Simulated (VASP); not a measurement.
A run of VASP 6.6.1 is set up as follows.

INCAR

```
SYSTEM = WC
PREC = Accurate
ENCUT = 520
EDIFF = 1E-7
ISMEAR = 0
SIGMA = 0.15
LREAL = .FALSE.
LASPH = .TRUE.
NELM = 80
ALGO = Fast
ISIF = 2
LWAVE = .FALSE.
LCHARG = .FALSE.
GGA = PS
NBANDS = 16
```

Contents of KPOINTS:

```
regular mesh
0
G
  18 18 18
  0 0 0
```

Contents of POSCAR:

```
WC
1.0
    0.0000000000      2.1926840000      2.1926840000
    2.3571353000      0.0000000000      2.1926840000
    2.3571353000      2.1926840000      0.0000000000
W C
1 1
Direct
    0.0000000000      0.0000000000      0.0000000000
    0.5000000000      0.5000000000      0.5000000000
```

Potentials or basis: VASP PAW PBE potentials, release 64 (W_sv, C).

Launch:

```bash
$ cat potpaw_PBE.64/W_sv/POTCAR potpaw_PBE.64/C/POTCAR > POTCAR
$ mpirun -np 1 vasp_std > vasp.out
```

(1) What does it give for the band gap on the k mesh?

(2) Estimate the pressure.

Results:

(1) none (metal or under the smearing width).

(2) -27.3 GPa.

Caveat: so large a pressure means that the cell lies far from this level's equilibrium, or that cutoff or potentials fall short; the potentials were made for another functional, which shifts forces and pressure.
